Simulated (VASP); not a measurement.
Input of a VASP 6.6.1 run:

INCAR

```
  PREC = Accurate
  ENCUT = 520
  EDIFF = 1E-7
  ISMEAR = 1
  SIGMA = 0.05
  LREAL = F
  LASPH = T
  NELM = 150
  ALGO = Normal
  ISIF = 2
  LWAVE = F
  LCHARG = T
  ISPIN = 2
  MAGMOM = 0.16 0.98
  LORBIT = 11
  NUPDOWN = 1.3
  LMAXMIX = 4
  GGA = PS
  LELF = T
  LVHAR = T
  NBANDS = 18
```

The input KPOINTS:

```
Automatic mesh
0
Gamma
  5 5 4
```

Contents of POSCAR:

```
AlNi
1.0
    1.9386940000     -1.9531901500      0.0000000000
    1.9386940000      1.9531901500      0.0000000000
    0.0000000000      0.0000000000      3.0994300400
Al Ni
1 1
Direct
    0.0000000000      0.0000000000      0.0000000000
    0.5000000000      0.5000000000      0.5000000000
```

Potentials or basis: VASP PAW PBE potentials, release 64 (Al, Ni).

The run is started by

```bash
$ cat potpaw_PBE.64/Al/POTCAR potpaw_PBE.64/Ni/POTCAR > POTCAR
$ mpirun -np 1 vasp_std > vasp.out
```

(1) Estimate the pressure.

Answers

(1) 9.2 GPa.

Caveat: the k mesh is coarse (spacing up to 0.51 Å⁻¹), so the values aren't converged; the PAW data sets were made with another functional, which shifts forces and pressure a little; the total moment is fixed, so each spin has its own Fermi level.
